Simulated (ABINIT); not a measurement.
# BP (F-43m) in ABINIT: a series of runs

One crystal, BP, is run at these levels: BLYP, PBE; tasks: equation of state.

Everything below comes from runs of ABINIT 10.8.3 (patched build). Logs are shortened: lines on timing, memory, paths and dates and some standing lists are left out, and cuts for length are marked. The log counts tension as positive stress, the text compression.

**The experiment to reproduce.**

“Equation of state of single-crystal cubic boron phosphide”, 2014, arxiv:1407.1677 reports, for a bulk crystal of BP at 300 K: bulk modulus 179 ± 1 GPa.

The results are compared with them further down.

### Step 1. The structure

The structure is cubic, space group F-43m (No. 216). Conventional cell: a = 4.538 Å, b = 4.538 Å, c = 4.538 Å, α = 90.00°, β = 90.00°, γ = 90.00°. P (site symmetry -43m) is surrounded by 4 B at 1.97 Å. Around B (site symmetry -43m) lie 4 P at 1.97 Å.

### Step 2. Equation of state, BLYP

Contents of run.abi:

```
# Datasets: one volume each
ndtset 7
getwfk -1
scalecart1 3*0.9795861087
scalecart2 3*0.9864848297
scalecart3 3*0.9932883884
scalecart4 3*1.0000000000
scalecart5 3*1.0066227096
scalecart6 3*1.0131594038
scalecart7 3*1.0196128224

# Pseudopotentials
pp_dirpath "./"
pseudos "P.upf, B.upf"

# Structure
acell 6.0638487579 6.0638487579 6.0638487579
rprim
     0.0000000000     0.7071067812     0.7071067812
     0.7071067812     0.0000000000     0.7071067812
     0.7071067812     0.7071067812     0.0000000000
ntypat 2
znucl 15 5
natom 2
typat 1 2
xred
     0.7500000000     0.7500000000     0.7500000000
     0.0000000000     0.0000000000     0.0000000000

# Plane-wave basis
ecut 38.0

# k points
kptopt 1
ngkpt 10 10 10
nshiftk 1
shiftk 0.0 0.0 0.0

# Exchange and correlation
ixc -106131

# Bands and occupations
nband 8
occopt 3
tsmear 0.05 eV

# SCF cycle
nstep 100
tolvrs 1.0e-10

# Output
iomode 3
prtwf 1
prtden 0
prteig 0
prtebands 0
```

Potentials or basis: PseudoDojo NC SR PBE v0.4.1 standard.

Command:

```bash
abinit run.abi > log 2>&1
```

run.abo:

```text
.Version 10.8.3 of ABINIT
 DATASET    1 : space group F-4 3 m (#216); Bravais cF (face-center cubic)
================================================================================
 Values of the parameters that define the memory need for DATASET  1.
     intxc =       0    ionmov =       0      iscf =       7    lmnmax =       6
     lnmax =       6     mgfft =      36  mpssoang =       3    mqgrid =    3001
     natom =       2  nloc_mem =       1    nspden =       1   nspinor =       1
    nsppol =       1      nsym =      24    n1xccc =    2501    ntypat =       2
    occopt =       3   xclevel =       2
       mpw =        1672          nfft =       46656          nkpt =          47
================================================================================
================================================================================
[... 61 lines left out ...]
 DATASET    7 : space group F-4 3 m (#216); Bravais cF (face-center cubic)
================================================================================
 Values of the parameters that define the memory need for DATASET  7.
     intxc =       0    ionmov =       0      iscf =       7    lmnmax =       6
     lnmax =       6     mgfft =      36  mpssoang =       3    mqgrid =    3001
     natom =       2  nloc_mem =       1    nspden =       1   nspinor =       1
    nsppol =       1      nsym =      24    n1xccc =    2501    ntypat =       2
    occopt =       3   xclevel =       2
       mpw =        1885          nfft =       46656          nkpt =          47
================================================================================
================================================================================

--------------------------------------------------------------------------------
------------- Echo of variables that govern the present computation ------------
--------------------------------------------------------------------------------
 -outvars: echo values of preprocessed input variables --------
            acell      6.0638487579E+00  6.0638487579E+00  6.0638487579E+00 Bohr
              amu      3.09737620E+01  1.08110000E+01
             ecut      3.80000000E+01 Hartree
           getwfk          -1
              ixc     -106131
           jdtset        1    2    3    4    5    6    7
         kptrlatt       10    0    0      0   10    0      0    0   10
          kptrlen1     5.94006201E+01
          kptrlen2     5.98189481E+01
          kptrlen3     6.02315056E+01
          kptrlen4     6.06384876E+01
          kptrlen5     6.10400787E+01
          kptrlen6     6.14364539E+01
          kptrlen7     6.18277795E+01
            natom           2
            nband           8
           ndtset           7
            ngfft          36      36      36
             nkpt          47
            nstep         100
             nsym          24
           ntypat           2
           occopt           3
           prtden           0
        prtebands           0
           prteig           0
            rprim1     0.0000000000E+00  6.9267198023E-01  6.9267198023E-01
                       6.9267198023E-01  0.0000000000E+00  6.9267198023E-01
                       6.9267198023E-01  6.9267198023E-01  0.0000000000E+00
            rprim2     0.0000000000E+00  6.9755011263E-01  6.9755011263E-01
                       6.9755011263E-01  0.0000000000E+00  6.9755011263E-01
                       6.9755011263E-01  6.9755011263E-01  0.0000000000E+00
            rprim3     0.0000000000E+00  7.0236095512E-01  7.0236095512E-01
                       7.0236095512E-01  0.0000000000E+00  7.0236095512E-01
                       7.0236095512E-01  7.0236095512E-01  0.0000000000E+00
            rprim4     0.0000000000E+00  7.0710678120E-01  7.0710678120E-01
                       7.0710678120E-01  0.0000000000E+00  7.0710678120E-01
                       7.0710678120E-01  7.0710678120E-01  0.0000000000E+00
            rprim5     0.0000000000E+00  7.1178974407E-01  7.1178974407E-01
                       7.1178974407E-01  0.0000000000E+00  7.1178974407E-01
                       7.1178974407E-01  7.1178974407E-01  0.0000000000E+00
            rprim6     0.0000000000E+00  7.1641188486E-01  7.1641188486E-01
                       7.1641188486E-01  0.0000000000E+00  7.1641188486E-01
                       7.1641188486E-01  7.1641188486E-01  0.0000000000E+00
            rprim7     0.0000000000E+00  7.2097514092E-01  7.2097514092E-01
                       7.2097514092E-01  0.0000000000E+00  7.2097514092E-01
                       7.2097514092E-01  7.2097514092E-01  0.0000000000E+00
          spgroup         216
           tolvrs      1.00000000E-10
           tsmear      1.83746611E-03 Hartree
            typat      1  2
           xangst1     3.3340213188E+00  3.3340213188E+00  3.3340213188E+00
                       0.0000000000E+00  0.0000000000E+00  0.0000000000E+00
           xangst2     3.3575011157E+00  3.3575011157E+00  3.3575011157E+00
                       0.0000000000E+00  0.0000000000E+00  0.0000000000E+00
           xangst3     3.3806570277E+00  3.3806570277E+00  3.3806570277E+00
                       0.0000000000E+00  0.0000000000E+00  0.0000000000E+00
           xangst4     3.4034999978E+00  3.4034999978E+00  3.4034999978E+00
                       0.0000000000E+00  0.0000000000E+00  0.0000000000E+00
           xangst5     3.4260403899E+00  3.4260403899E+00  3.4260403899E+00
                       0.0000000000E+00  0.0000000000E+00  0.0000000000E+00
           xangst6     3.4482880286E+00  3.4482880286E+00  3.4482880286E+00
                       0.0000000000E+00  0.0000000000E+00  0.0000000000E+00
           xangst7     3.4702522388E+00  3.4702522388E+00  3.4702522388E+00
                       0.0000000000E+00  0.0000000000E+00  0.0000000000E+00
            xcart1     6.3003871904E+00  6.3003871904E+00  6.3003871904E+00
                       0.0000000000E+00  0.0000000000E+00  0.0000000000E+00
            xcart2     6.3447575761E+00  6.3447575761E+00  6.3447575761E+00
                       0.0000000000E+00  0.0000000000E+00  0.0000000000E+00
            xcart3     6.3885159080E+00  6.3885159080E+00  6.3885159080E+00
                       0.0000000000E+00  0.0000000000E+00  0.0000000000E+00
            xcart4     6.4316828653E+00  6.4316828653E+00  6.4316828653E+00
                       0.0000000000E+00  0.0000000000E+00  0.0000000000E+00
            xcart5     6.4742780332E+00  6.4742780332E+00  6.4742780332E+00
                       0.0000000000E+00  0.0000000000E+00  0.0000000000E+00
            xcart6     6.5163199773E+00  6.5163199773E+00  6.5163199773E+00
                       0.0000000000E+00  0.0000000000E+00  0.0000000000E+00
            xcart7     6.5578263191E+00  6.5578263191E+00  6.5578263191E+00
                       0.0000000000E+00  0.0000000000E+00  0.0000000000E+00
             xred      7.5000000000E-01  7.5000000000E-01  7.5000000000E-01
                       0.0000000000E+00  0.0000000000E+00  0.0000000000E+00
            znucl       15.00000    5.00000

================================================================================

 chkinp: Checking input parameters for consistency, jdtset=   1.

 chkinp: Checking input parameters for consistency, jdtset=   2.
[... 29 lines left out ...]
 getcut: wavevector=  0.0000  0.0000  0.0000  ngfft=  36  36  36
         ecut(hartree)=     38.000   => boxcut(ratio)=   2.18401

--- Pseudopotential description ------------------------------------------------
- pspini: atom type   1  psp file is ./P.upf
12 -101130 2 -1 1298                          pspcod,pspxc,lmax,lloc,mmax
     nproj     2     2     2

- pspini: atom type   2  psp file is ./B.upf
12 -101130 1 -1 1534                          pspcod,pspxc,lmax,lloc,mmax
     nproj     2     2     0

   9.15804030E+01                                ecore*ucvol(ha*bohr**3)
--------------------------------------------------------------------------------

================================================================================

--- !BeginCycle
iteration_state: {dtset: 1, }
solver: {iscf: 7, nstep: 100, nline: 4, wfoptalg: 0, }
tolerances: {tolvrs: 1.00E-10, }
...
[... 978 lines left out ...]
-Cartesian components of stress tensor (GPa)         [Pressure= -1.8909E+00 GPa]
- sigma(1 1)=  1.89085465E+00  sigma(3 2)=  0.00000000E+00
- sigma(2 2)=  1.89085465E+00  sigma(3 1)=  0.00000000E+00
- sigma(3 3)=  1.89085465E+00  sigma(2 1)=  0.00000000E+00

== END DATASET(S) ==============================================================
================================================================================

 -outvars: echo values of variables after computation  --------
            acell      6.0638487579E+00  6.0638487579E+00  6.0638487579E+00 Bohr
           etotal1    -9.8054008405E+00
           etotal2    -9.8072151197E+00
           etotal3    -9.8085825442E+00
           etotal4    -9.8095430394E+00
           etotal5    -9.8101327705E+00
           etotal6    -9.8103849489E+00
           etotal7    -9.8103292857E+00
            fcart1    -0.0000000000E+00 -0.0000000000E+00 -0.0000000000E+00
                      -0.0000000000E+00 -0.0000000000E+00 -0.0000000000E+00
            fcart2     4.9733084094E-31  4.9733084094E-31 -1.4919925228E-30
                      -4.9733084094E-31 -4.9733084094E-31  1.4919925228E-30
            fcart3    -4.9392435838E-31 -4.9392435838E-31  1.4817730752E-30
                       4.9392435838E-31  4.9392435838E-31 -1.4817730752E-30
            fcart4     2.2077419847E-30  2.2077419847E-30 -6.6232259541E-30
                      -2.2077419847E-30 -2.2077419847E-30  6.6232259541E-30
            fcart5     2.4369077175E-31  2.4369077175E-31 -7.3107231526E-31
                      -2.4369077175E-31 -2.4369077175E-31  7.3107231526E-31
[... 38 lines left out ...]
                       0.0000000000E+00  0.0000000000E+00  0.0000000000E+00
           xangst1     3.3340213188E+00  3.3340213188E+00  3.3340213188E+00
                       0.0000000000E+00  0.0000000000E+00  0.0000000000E+00
           xangst2     3.3575011157E+00  3.3575011157E+00  3.3575011157E+00
                       0.0000000000E+00  0.0000000000E+00  0.0000000000E+00
           xangst3     3.3806570277E+00  3.3806570277E+00  3.3806570277E+00
                       0.0000000000E+00  0.0000000000E+00  0.0000000000E+00
           xangst4     3.4034999978E+00  3.4034999978E+00  3.4034999978E+00
                       0.0000000000E+00  0.0000000000E+00  0.0000000000E+00
           xangst5     3.4260403899E+00  3.4260403899E+00  3.4260403899E+00
                       0.0000000000E+00  0.0000000000E+00  0.0000000000E+00
           xangst6     3.4482880286E+00  3.4482880286E+00  3.4482880286E+00
                       0.0000000000E+00  0.0000000000E+00  0.0000000000E+00
           xangst7     3.4702522388E+00  3.4702522388E+00  3.4702522388E+00
                       0.0000000000E+00  0.0000000000E+00  0.0000000000E+00
             xred      7.5000000000E-01  7.5000000000E-01  7.5000000000E-01
                       0.0000000000E+00  0.0000000000E+00  0.0000000000E+00
 Calculation completed.
```

Wall time 1.8 min (1 thread of Arm Neoverse V1, shared host); peak memory 0.11 GiB.

What came out:

| Item | Value |
| --- | --- |
| Equilibrium volume | 12.22 Å³/atom |
| Bulk modulus | 146 GPa |
| Pressure derivative of the bulk modulus | 3.8 |

Energy against volume, from the lowest point:
```tsv
volume (Å³/atom)	energy (meV/atom)
10.981	67.81
11.214	43.13
11.448	24.52
11.682	11.45
11.915	3.43
12.149	0.00
12.383	0.76
```

Caveat: pressures at fixed basis lie under the slope of the energies; the potentials were made for another functional, which shifts forces and pressure. BLYP gives volumes clearly too large for solids.

### Step 3. Equation of state, PBE

Contents of run.abi:

```
# Datasets: one volume each
ndtset 7
getwfk -1
scalecart1 3*0.9795861087
scalecart2 3*0.9864848297
scalecart3 3*0.9932883884
scalecart4 3*1.0000000000
scalecart5 3*1.0066227096
scalecart6 3*1.0131594038
scalecart7 3*1.0196128224

# Pseudopotentials
pp_dirpath "./"
pseudos "P.GGA_PBE-JTH.xml, B.GGA_PBE-JTH.xml"

# Structure
acell 3*1.0 Angstrom
rprim
     0.0000000000     2.2690000000     2.2690000000
     2.2690000000     0.0000000000     2.2690000000
     2.2690000000     2.2690000000     0.0000000000
ntypat 2
znucl 15 5
natom 2
typat 1 2
xred
     0.7500000000     0.7500000000     0.7500000000
     0.0000000000     0.0000000000     0.0000000000

# Plane-wave basis
ecut 20.0
pawecutdg 40.0

# k points
kptopt 1
ngkpt 10 10 10
nshiftk 1
shiftk 0.0 0.0 0.0

# Exchange and correlation
ixc 11

# Bands and occupations
nband 8
occopt 3
tsmear 0.00183747

# SCF cycle
nstep 100
tolvrs 1.0e-9

# Output
iomode 3
prtwf 1
prtden 0
prteig 0
prtebands 0
```

Potentials or basis: JTH PAW PBE v2.0.

Command:

```bash
abinit run.abi > log 2>&1
```

Run time: 51 s. Hardware: 1 thread of Arm Neoverse V1, shared host; peak memory 0.12 GiB.

The run converged. Its results:

| Property | Result |
| --- | --- |
| Equilibrium volume | 11.77 Å³/atom |
| Bulk modulus | 162 GPa |
| Pressure derivative of the bulk modulus | 3.8 |

Energy against volume, from the lowest point:
| volume (Å³/atom) | energy (meV/atom) |
| --- | --- |
| 10.981 | 29.58 |
| 11.214 | 13.99 |
| 11.448 | 4.33 |
| 11.682 | 0.00 |
| 11.915 | 0.57 |
| 12.149 | 5.58 |
| 12.383 | 14.59 |

Caveat: pressures at fixed basis lie under the slope of the energies. PBE usually gives volumes a little too large and moduli too small.

### Step 4. Comparison with measurements

Step 2. Against the measured bulk modulus of BP, 179 GPa (300 K; “Equation of state of single-crystal cubic boron phosphide”, 2014, arxiv:1407.1677), the calculated 146 GPa is off by -18.5 %. 3 values of this kind are on record (173 to 179 GPa); this one was drawn at random among those near their median, those with a stated uncertainty first. The fit is for a static lattice scaled at fixed shape and fixed fractional positions.

Step 3. Against the measured bulk modulus of BP, 179 GPa (300 K; “Equation of state of single-crystal cubic boron phosphide”, 2014, arxiv:1407.1677), the calculated 162 GPa is off by -9.3 %. 3 values of this kind are on record (173 to 179 GPa); this one was drawn at random among those near their median, those with a stated uncertainty first. The fit is for a static lattice scaled at fixed shape and fixed fractional positions.
